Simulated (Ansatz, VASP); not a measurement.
KCl: VASP beside Ansatz

```
K Cl
1.0
     3.67034    0.00000    0.00000
     0.00000    3.67034    0.00000
     0.00000    0.00000    3.63400
K Cl
1 1
Direct
  0.00000 0.00000 0.00000
  0.50000 0.50000 0.50000
```

Change from the starting cell: equal xx and yy strain of +1 %.

Alike in both runs: task single point; functional PBEsol; k mesh 7 × 7 × 7; occupations fermi-dirac, width 0.02 eV; no spin polarisation.

|  | VASP | Ansatz |
| --- | --- | --- |
| version | VASP 6.6.1 | Ansatz 0.2.0 |
| potentials or method | VASP PAW PBE potentials, release 64 (K_sv, Cl), cutoff 520 eV | all-electron LAPW, scalar-relativistic |

```tsv
	VASP	Ansatz	Ansatz less VASP
gap on the k mesh at the Fermi level (eV)	5.25	5.26	+0.005
pressure (GPa)	1.7	1.7	-0.08
largest component of the traceless stress (GPa)	0.33	0.33	+0.001
```

Ansatz ran all-electron here, so the differences hold the error of VASP's frozen core and of both bases.

Caveats: the PAW data sets were made with another functional, which shifts forces and pressure a little (VASP); an odd mesh through Γ misses points on the zone boundary, where band edges often lie.
